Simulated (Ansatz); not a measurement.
6 trial structures of TiO2

6 cells of TiO2 were relaxed with r2SCAN in the plane-wave code Ansatz. Computed values for non-magnetic cells; some structures come from databases, others from prototypes and may be hypothetical.

- anatase: space group I4_1/amd (No. 141), tetragonal; conventional cell a = 3.778 Å, c = 9.583 Å, 11.40 Å³ an atom. Ti is surrounded by 6 O at 1.93–1.99 Å and 4 Ti at 3.05 Å; O is surrounded by 3 Ti at 1.93–1.99 Å.
- fluorite: space group Fm-3m (No. 225), cubic; a = 4.794 Å in the conventional setting, 9.18 Å³ an atom. Ti has 8 O at 2.08 Å; O has 4 Ti at 2.08 Å.
- rutile: space group P4_2/mnm (No. 136), tetragonal; conventional cell a = 4.597 Å, c = 2.953 Å, 10.40 Å³ an atom. Ti has 6 O at 1.95–1.98 Å and 2 Ti at 2.95 Å; O has 3 Ti at 1.95–1.98 Å.
- monoclinic HfO2 sites, P2_1/c: it is monoclinic, P2_1/c (No. 14); a = 4.803 Å, b = 4.867 Å, c = 5.040 Å, β = 99.9° in the conventional setting, 9.67 Å³ an atom. Ti is surrounded by 7 O at 1.86–2.22 Å; O is surrounded by 4 Ti at 1.99–2.22 Å; O is surrounded by 3 Ti at 1.86–2.03 Å.
- polar orthorhombic HfO2 sites, Pbcn: the symmetry is Pbcn (No. 60, orthorhombic); a = 4.546 Å, b = 5.513 Å, c = 4.894 Å in the conventional setting, 10.22 Å³ an atom. Ti is surrounded by 6 O at 1.87–2.10 Å; O is surrounded by 3 Ti at 1.87–2.10 Å.
- quartz sites, P6_422: the symmetry is P6_422 (No. 181, hexagonal); conventional cell a = 5.711 Å, c = 6.274 Å, 19.69 Å³ an atom. Around Ti lie 4 O at 1.81 Å; around O lie 2 Ti at 1.81 Å.

Energies are counted from the lowest cell, each relaxed with the functional named (k spacing about 0.3 1/Å); gaps are on the r2SCAN cells (d direct, i indirect).

| structure | space group | volume (Å³/atom) | E, r2SCAN (meV/atom) | E, PBE (meV/atom) | gap, PBE (eV) | gap, r2SCAN (eV) | gap, HSE06 (eV) | gap, PBE0 (eV) |
| --- | --- | --- | --- | --- | --- | --- | --- | --- |
| anatase | I4_1/amd | 11.40 | 0 | 0 | 2.15 i (Γ–X (0.90) → Γ) | 2.53 i (Γ–X (0.88) → Γ) | 3.64 i (Γ–X (0.88) → Γ) | 4.38 i (Γ–X (0.88) → Γ) |
| fluorite | Fm-3m | 9.18 | 284 | 305 | 1.14 i (X → Γ) | 1.51 i (X → Γ) | 2.63 i (X → Γ) | 3.35 i (X → Γ) |
| rutile | P4_2/mnm | 10.40 | 14 | 33 | 1.89 d (Γ) | 2.22 d (Γ) | 3.38 d (Γ) | 4.14 d (Γ) |
| monoclinic HfO2 sites, P2_1/c | P2_1/c | 9.67 | 41 | 64 | 2.33 i (Γ → Y₂) | 2.70 i (Γ → Y₂) | 3.84 i (Γ → Y₂) | 4.59 i (Γ → Y₂) |
| polar orthorhombic HfO2 sites, Pbcn | Pbcn | 10.22 | 8 | 27 | 2.67 i (Γ → Z) | 3.05 i (Γ → Z) | 4.20 i (Γ → Z) | 4.95 i (Γ → Z) |
| quartz sites, P6_422 | P6_422 | 19.69 | 139 | 33 | 3.46 i (A → Γ) | 3.90 i (A → Γ) | – | – |

Among these cells the lowest with r2SCAN is anatase, 8 meV an atom below the next, polar orthorhombic HfO2 sites, Pbcn. Other structures, not computed here, could lie lower. PBE agrees on the lowest cell. The start from another database entry ended in the same structure as one of these cells. The start from anatase sites, I4_1/amd ended in the same structure as one of these cells.

Against anatase (HSE06 gap 3.64 eV): fluorite -1.01 eV at -19.5 % volume; rutile -0.26 eV at -8.7 % volume; monoclinic HfO2 sites, P2_1/c +0.20 eV at -15.1 % volume; polar orthorhombic HfO2 sites, Pbcn +0.56 eV at -10.3 % volume.

Where an edge lies off the special points, it is a point of the mesh or the k point where a search put PBE's edge or least direct gap, reused for the other functionals, whose own edges may lie a little apart.

The meshes of the hybrids are coarse, so their gaps aren't converged to the digits shown.
